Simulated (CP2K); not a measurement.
The system is Tc.

```
CELL_PARAMETERS angstrom
2.74000 0.00000 0.00000
-1.37000 2.37291 0.00000
0.00000 0.00000 4.39800
ATOMIC_POSITIONS crystal
Tc 0.66667 0.33333 0.75000
Tc 0.33333 0.66667 0.25000
```

Base run:

```yaml
Program: CP2K 2026.2
Functional: WC
Potentials_or_basis: POTENTIAL_UZH Tc GTH-PBE-q15; TZVP-MOLOPT-PBE-GTH basis
Density_cutoff: 9184 eV
k_mesh: 11 × 11 × 6
Occupations: fermi-dirac, width 0.05 eV
Spin: no spin polarisation
```

Its results: band gap on the k mesh none (metal or under the smearing width); pressure -0.2 GPa.

Question: The run is repeated on the same cell with these changes: functional from WC to HLE17. What comes out?

Answer: Band gap on the k mesh none (metal or under the smearing width); pressure -24.6 GPa.

Caveats: the potentials were made for another functional, which shifts forces and pressure; the basis of atomic orbitals isn't converged, which shifts pressures, moduli and gaps; the potentials were made for a functional far from this one (some runs).
